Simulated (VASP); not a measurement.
# ZnCu (Pm-3m) in VASP: further runs

One crystal, ZnCu, is run at these levels: r2SCAN; tasks: single point.

Program: VASP 6.6.1. These are calculated values, not measurements. Logs are shortened: lines on timing, memory, paths and dates and some standing lists are left out, and cuts for length are marked.

## Step 1: Starting point

The structure is cubic, space group Pm-3m (No. 221). Conventional cell: a = 2.945 Å, b = 2.945 Å, c = 2.945 Å, α = 90.00°, β = 90.00°, γ = 90.00°. Around Zn (site symmetry m-3m) lie 8 Cu at 2.55 Å. Cu (site symmetry m-3m) is surrounded by 8 Zn at 2.55 Å.

## Step 2: Single point, r2SCAN

Input file INCAR:

```
SYSTEM = ZnCu
PREC     = Accurate       ! precision mode
ENCUT    = 400            ! plane-wave cutoff, eV
EDIFF    = 1E-6           ! SCF threshold, eV
ISMEAR   = -1             ! smearing method
SIGMA    = 0.05           ! smearing width, eV
LREAL    = .FALSE.        ! projectors in reciprocal space
LASPH    = .TRUE.         ! aspherical terms in the spheres
NELM     = 100            ! most SCF steps
ALGO     = Normal         ! electronic algorithm
ISIF     = 2              ! what is computed and relaxed
LWAVE    = .FALSE.        ! write WAVECAR
LCHARG   = .FALSE.        ! write CHGCAR
METAGGA  = R2SCAN         ! meta-GGA
LMIXTAU  = .TRUE.       
ADDGRID  = .FALSE.
```

Input file KPOINTS:

```
regular mesh
0
G
  8 8 8
  0 0 0
```

Input file POSCAR:

```
ZnCu
1.0
    2.9450000000      0.0000000000      0.0000000000
    0.0000000000      2.9450000000      0.0000000000
    0.0000000000      0.0000000000      2.9450000000
Zn Cu
1 1
Direct
    0.5128410000      0.4877280000      0.4845920000
   -0.0040920000      0.0326400000      0.0060300000
```

Potentials or basis: VASP PAW PBE potentials, release 64 (Zn, Cu).

Started as:

```bash
$ cat potpaw_PBE.64/Zn/POTCAR potpaw_PBE.64/Cu/POTCAR > POTCAR
$ mpirun -np 1 vasp_std > vasp.out
```

OUTCAR:

```text
SYSTEM = ZnCu
   PREC = Accurate
   ENCUT = 400
   EDIFF = 1E-6
   ISMEAR = -1
   LREAL = .FALSE.
   LASPH = .TRUE.
   NELM = 100
   ISIF = 2
   METAGGA = R2SCAN

 Found    260 irreducible k-points:

 Following reciprocal coordinates:
            Coordinates               Weight
  0.000000  0.000000  0.000000      1.000000
  0.125000  0.000000  0.000000      2.000000
  0.000000  0.125000  0.000000      2.000000
  0.000000  0.000000  0.125000      2.000000
  0.250000  0.000000  0.000000      2.000000
  0.000000  0.250000  0.000000      2.000000
   k-points           NKPTS =    260   k-points in BZ     NKDIM =    260   number of bands    NBANDS=     15
   number of dos      NEDOS =    301   number of ions     NIONS =      2
   total plane-waves  NPLWV =   8000
   dimension x,y,z NGX =    20 NGY =   20 NGZ =   20
   dimension x,y,z NGXF=    40 NGYF=   40 NGZF=   40
   ions per type =               1   1
   NGX,Y,Z   is equivalent  to a cutoff of  11.29, 11.29, 11.29 a.u.
   NGXF,Y,Z  is equivalent  to a cutoff of  22.58, 22.58, 22.58 a.u.
 SYSTEM =  ZnCu
   PREC   = accura    normal or accurate (medium, high low for compatibility)
   ISTART =      0    job   : 0-new  1-cont  2-samecut
   ICHARG =      2    charge: 1-file 2-atom 10-const
   ISPIN  =      1    spin polarized calculation?
   LNONCOLLINEAR =      F non collinear calculations
   LSORBIT =      F    spin-orbit coupling
   LASPH  =      T    aspherical Exc in radial PAW
   ENCUT  =  400.0 eV  29.40 Ry    5.42 a.u.   4.80  4.80  4.80*2*pi/ulx,y,z
   NELM   =    100;   NELMIN=  2; NELMDL= -5     # of ELM steps
   EDIFF  = 0.1E-05   stopping-criterion for ELM
   LREAL  =      F    real-space projection
   EDIFFG = 0.1E-04   stopping-criterion for IOM
   NSW    =      0    number of steps for IOM
   IBRION =     -1    ionic relax: 0-MD 1-quasi-New 2-CG
   NFREE  =      0    steps in history (QN), initial steepest desc. (CG)
   ISIF   =      2    stress and relaxation
   ISYM   =      2    0-nonsym 1-usesym 2-fastsym
   POTIM  = 0.5000    time-step for ionic-motion
   TEBEG  =    0.0;   TEEND  =   0.0 temperature during run
   PSTRESS=    0.0 pullay stress
   NELECT =      23.0000    total number of electrons
   NUPDOWN=      -1.0000    fix difference up-down
   EMIN   =  10.00;   EMAX   =-10.00  energy-range for DOS
   EFERMI =   0.00;   METHOD = LEGACY
   ISMEAR =    -1;   SIGMA  =   0.05  broadening in eV -4-tet -1-fermi 0-gaus
   EFERMI_NEDOS =   21; number of points for ismear=-14 and -15
   IALGO  =     38    algorithm
   IMIX   =      4    mixing-type and parameters
     AMIX     =   0.40;   BMIX     =  1.00
     AMIX_MAG =   1.60;   BMIX_MAG =  1.00
  volume/ion in A,a.u.               =      12.77        86.18
  Fermi-wavevector in a.u.,A,eV,Ry     =   1.580880  2.987429 34.003415  2.499180
  Thomas-Fermi vector in A             =   2.681040
   LORBIT       =      0    0 simple, 1 ext, 2 COOP (PROOUT), +10 PAW based schemes
   METAGGA = R2SCAN    functional components
   LHFCALC =     F    Hartree Fock is set to
   AEXX    =    0.0000 exact exchange contribution
   IVDW    =     0    specifies the selected vdW correction
   LEPSILON=     F    determine dielectric tensor
   LRPA    =     F    only Hartree local field effects (RPA)
 non-spin polarized calculation
  energy-cutoff  :      400.00
  volume of cell :       25.54
 maximum number of plane-waves:       480
   NGX =  9   NGY =  9   NGZ =  9

 number of electron      23.0000031 magnetization

 Free energy of the ion-electron system (eV)
  ---------------------------------------------------
  ext. energy  EPLUGINS =         0.00000000
  ---------------------------------------------------
  free energy    TOTEN  =       -19.88523039 eV

  energy without entropy =      -19.87984872  energy(sigma->0) =      -19.88253956

 E-fermi :   5.1216     XC(G=0): -13.5151

 val. band max:        5.0146733333   @ k =   0.1250  -0.3750  -0.2500
 cond. band min:       5.1951823526   @ k =  -0.3750  -0.1250   0.3750
 fundamental gap:      0.1805090193
 Fermi energy:         5.1215688417

 k-point     1 :       0.0000    0.0000    0.0000
  band No.  band energies     occupation
      1      -5.3885      2.00000
      2      -2.8100      2.00000
      3      -2.7970      2.00000
      4      -2.0895      2.00000
      5      -2.0646      2.00000
      6      -2.0620      2.00000
      7       1.6212      2.00000
      8       1.6394      2.00000
      9       2.5254      2.00000
     10       2.5257      2.00000
     11       2.5326      2.00000
     12      12.0054      0.00000
     13      12.0144      0.00000
     14      12.0923      0.00000
     15      16.8210      0.00000

 k-point     2 :       0.1250    0.0000    0.0000
  band No.  band energies     occupation
      1      -5.0945      2.00000
      2      -2.7698      2.00000
      3      -2.7446      2.00000
      4      -2.1122      2.00000
      5      -2.0894      2.00000
      6      -2.0565      2.00000
      7       1.6116      2.00000
      8       1.6588      2.00000
      9       2.4403      2.00000
     10       2.4418      2.00000
     11       2.5195      2.00000
     12       9.7003      0.00000
     13      12.4528      0.00000
     14      12.5217      0.00000
     15      16.9925      0.00000

 k-point     3 :       0.0000    0.1250    0.0000
  band No.  band energies     occupation
      1      -5.0956      2.00000
      2      -2.7780      2.00000
      3      -2.7358      2.00000
      4      -2.1028      2.00000
      5      -2.0906      2.00000
      6      -2.0630      2.00000
      7       1.6253      2.00000
      8       1.6449      2.00000
      9       2.4365      2.00000
     10       2.4372      2.00000
     11       2.5225      2.00000
     12       9.7437      0.00000
     13      12.4423      0.00000
     14      12.4499      0.00000
     15      17.0375      0.00000

 k-point     4 :       0.0000    0.0000    0.1250
  band No.  band energies     occupation
      1      -5.0946      2.00000
      2      -2.7713      2.00000
      3      -2.7431      2.00000
      4      -2.1110      2.00000
      5      -2.0904      2.00000
      6      -2.0565      2.00000
      7       1.6124      2.00000
      8       1.6580      2.00000
      9       2.4399      2.00000
     10       2.4413      2.00000
     11       2.5198      2.00000
     12       9.7047      0.00000
     13      12.4450      0.00000
     14      12.5214      0.00000
     15      16.9963      0.00000

 k-point     5 :       0.2500    0.0000    0.0000
  band No.  band energies     occupation
      1      -4.2517      2.00000
      2      -2.6934      2.00000
      3      -2.5661      2.00000
      4      -2.1709      2.00000
      5      -2.1542      2.00000
      6      -2.0331      2.00000
      7       1.5829      2.00000
      8       1.6460      2.00000
      9       2.2377      2.00000
     10       2.2524      2.00000
     11       2.5017      2.00000
     12       6.4266      0.00000
     13      13.6901      0.00000
     14      13.7338      0.00000
     15      17.4851      0.00000

 k-point     6 :       0.0000    0.2500    0.0000
  band No.  band energies     occupation
      1      -4.2572      2.00000
      2      -2.6993      2.00000
      3      -2.5568      2.00000
      4      -2.1599      2.00000
      5      -2.1531      2.00000
      6      -2.0395      2.00000
      7       1.5909      2.00000
      8       1.6376      2.00000
      9       2.2353      2.00000
     10       2.2389      2.00000
     11       2.5003      2.00000
     12       6.4548      0.00000
     13      13.6738      0.00000
     14      13.6787      0.00000
     15      17.5324      0.00000

 [... further k-points ...]

------------------------ aborting loop because EDIFF is reached ----------------------------------------

  FORCE on cell =-STRESS in cart. coord.  units (eV):
  Direction    XX          YY          ZZ          XY          YZ          ZX
  --------------------------------------------------------------------------------------
  -------------------------------------------------------------------------------------
  Total       -0.2954187     -0.4195185     -0.2965781     -0.1137827      0.1424583     -0.0579060
  in kB      -18.5307378    -26.3151448    -18.6034648     -7.1372488      8.9359871     -3.6322734
  external PRESSURE =     -21.1497824 kB  Pullay stress =       0.0000000 kB

 VOLUME and BASIS-vectors are now :
 -----------------------------------------------------------------------------
  energy-cutoff  :      400.00
  volume of cell :       25.54
      direct lattice vectors                 reciprocal lattice vectors
     2.945000000  0.000000000  0.000000000     0.339558574  0.000000000  0.000000000
     0.000000000  2.945000000  0.000000000     0.000000000  0.339558574  0.000000000
     0.000000000  0.000000000  2.945000000     0.000000000  0.000000000  0.339558574

 POSITION                                       TOTAL-FORCE (eV/Angst)
 -----------------------------------------------------------------------------------
      1.51032      1.43636      1.42712        -0.260752      0.635511      0.335287
      2.93295      0.09612      0.01776         0.260752     -0.635511     -0.335287
 -----------------------------------------------------------------------------------
    total drift:                                0.009757     -0.016800      0.009771

  FREE ENERGIE OF THE ION-ELECTRON SYSTEM (eV)
  ---------------------------------------------------
  free  energy   TOTEN  =       -19.8852303949 eV

  energy  without entropy=      -19.8798487228  energy(sigma->0) =      -19.88253956
```

It took 3.5 min on 1 thread of Intel Xeon Platinum 8259CL at 2.50GHz (Skylake/Cascade Lake), shared host; peak memory 0.19 GiB.

The run converged, but some of its settings lie outside the range that counts as converged, so its numbers aren't taken as properties of the crystal.

What came out:

```
Free energy            : -19.8852 eV
Pressure               : -2.1 GPa
Largest force          : 0.764 eV/Å
Band gap on the k mesh : none (metal or under the smearing width)
```

Caveat: the PAW data sets were made with another functional, which shifts forces and pressure a little.

## Step 3: Single point, r2SCAN

INCAR, as its differences from that of step 2:

```diff
@@ -5,3 +5,3 @@
 ISMEAR   = -1             ! smearing method
-SIGMA    = 0.05           ! smearing width, eV
+SIGMA    = 0.02           ! smearing width, eV
 LREAL    = .FALSE.        ! projectors in reciprocal space
```

KPOINTS is that of step 2.

Input file POSCAR:

```
ZnCu
1.0
    2.9450000000      0.0000000000      0.0000000000
    0.0000000000      2.9450000000      0.0000000000
    0.0000000000      0.0000000000      2.9450000000
Zn Cu
1 1
Direct
    0.5000000000      0.5000000000      0.5000000000
    0.0000000000      0.0000000000      0.0000000000
```

Potentials or basis: VASP PAW PBE potentials, release 64 (Zn, Cu).

Started as:

```bash
$ cat potpaw_PBE.64/Zn/POTCAR potpaw_PBE.64/Cu/POTCAR > POTCAR
$ mpirun -np 1 vasp_std > vasp.out
```

Wall time 37 s (1 thread of Intel Xeon Platinum 8259CL at 2.50GHz (Skylake/Cascade Lake), shared host); peak memory 0.13 GiB.

These settings aren't checked as converged: the numbers below hold their error.

Results:

```
Free energy            : -19.9417 eV
Pressure               : -3.2 GPa
Band gap on the k mesh : none (metal or under the smearing width)
```

Caveat: the PAW data sets were made with another functional, which shifts forces and pressure a little.

## Step 4: Single point, r2SCAN

INCAR is that of step 3.

KPOINTS is that of step 3.

Input file POSCAR:

```
ZnCu
1.0
    2.9450000000      0.0000000000      0.0000000000
    0.0000000000      2.9450000000      0.0000000000
    0.0000000000      0.0000000000      2.9450000000
Zn Cu
1 1
Direct
    0.5128410000      0.4877280000      0.4845920000
   -0.0040920000      0.0326400000      0.0060300000
```

Started as:

```bash
$ cat potpaw_PBE.64/Zn/POTCAR potpaw_PBE.64/Cu/POTCAR > POTCAR
$ mpirun -np 1 vasp_std > vasp.out
```

Run time: 3.4 min. Hardware: 1 thread of Intel Xeon Platinum 8259CL at 2.50GHz (Skylake/Cascade Lake), shared host; peak memory 0.19 GiB.

The run converged, but some of its settings lie outside the range that counts as converged, so its numbers aren't taken as properties of the crystal.

What came out:

```
Free energy            : -19.8833 eV
Pressure               : -2.0 GPa
Largest force          : 0.765 eV/Å
Band gap on the k mesh : none (metal or under the smearing width)
```

Caveat: the PAW data sets were made with another functional, which shifts forces and pressure a little.

## Step 5: Single point, r2SCAN

INCAR, as its differences from that of step 4:

```diff
@@ -1,3 +1,3 @@
 SYSTEM = ZnCu
-PREC     = Accurate       ! precision mode
+PREC     = Low            ! precision mode
 ENCUT    = 400            ! plane-wave cutoff, eV
@@ -5,3 +5,3 @@
 ISMEAR   = -1             ! smearing method
-SIGMA    = 0.02           ! smearing width, eV
+SIGMA    = 0.1            ! smearing width, eV
 LREAL    = .FALSE.        ! projectors in reciprocal space
```

KPOINTS is that of step 4.

Input file POSCAR:

```
ZnCu
1.0
    2.9450000000      0.0000000000      0.0000000000
    0.0000000000      2.9450000000      0.0000000000
    0.0000000000      0.0000000000      2.9450000000
Zn Cu
1 1
Direct
    0.5000000000      0.5000000000      0.5000000000
    0.0000000000      0.0000000000      0.0000000000
```

Started as:

```bash
$ cat potpaw_PBE.64/Zn/POTCAR potpaw_PBE.64/Cu/POTCAR > POTCAR
$ mpirun -np 1 vasp_std > vasp.out
```

It took 16 s on 1 thread of Intel Xeon Platinum 8259CL at 2.50GHz (Skylake/Cascade Lake), shared host; peak memory 0.11 GiB.

These settings aren't checked as converged: the numbers below hold their error.

What came out:

- Free energy: -19.9720 eV
- Pressure: -4.9 GPa
- Band gap on the k mesh: none (metal or under the smearing width)

Caveat: the PAW data sets were made with another functional, which shifts forces and pressure a little.

## Step 6: Single point, r2SCAN

INCAR is that of step 5.

KPOINTS is that of step 5.

Input file POSCAR:

```
ZnCu
1.0
    2.9450000000      0.0000000000      0.0000000000
    0.0000000000      2.9450000000      0.0000000000
    0.0000000000      0.0000000000      2.9450000000
Zn Cu
1 1
Direct
    0.5128410000      0.4877280000      0.4845920000
   -0.0040920000      0.0326400000      0.0060300000
```

Potentials or basis: VASP PAW PBE potentials, release 64 (Zn, Cu).

Started as:

```bash
$ cat potpaw_PBE.64/Zn/POTCAR potpaw_PBE.64/Cu/POTCAR > POTCAR
$ mpirun -np 1 vasp_std > vasp.out
```

It took 62 s on 1 thread of Intel Xeon Platinum 8259CL at 2.50GHz (Skylake/Cascade Lake), shared host; peak memory 0.17 GiB.

The run converged, but some of its settings lie outside the range that counts as converged, so its numbers aren't taken as properties of the crystal.

What came out:

| Quantity | Value |
| --- | --- |
| Free energy | -19.9173 eV |
| Pressure | -2.0 GPa |
| Largest force | 0.826 eV/Å |
| Band gap on the k mesh | none (metal or under the smearing width) |

Caveat: the PAW data sets were made with another functional, which shifts forces and pressure a little.

## Step 7: For comparison

An earlier run on the cell as given: functional PBE; potentials or basis VASP PAW PBE potentials, release 64 (Zn, Cu); cutoff 520 eV; k mesh 9 × 9 × 9; occupations fermi-dirac, width 0.05 eV; no spin polarisation.

- Pressure: 3.1 GPa
- Band gap on the k mesh: none (metal or under the smearing width)
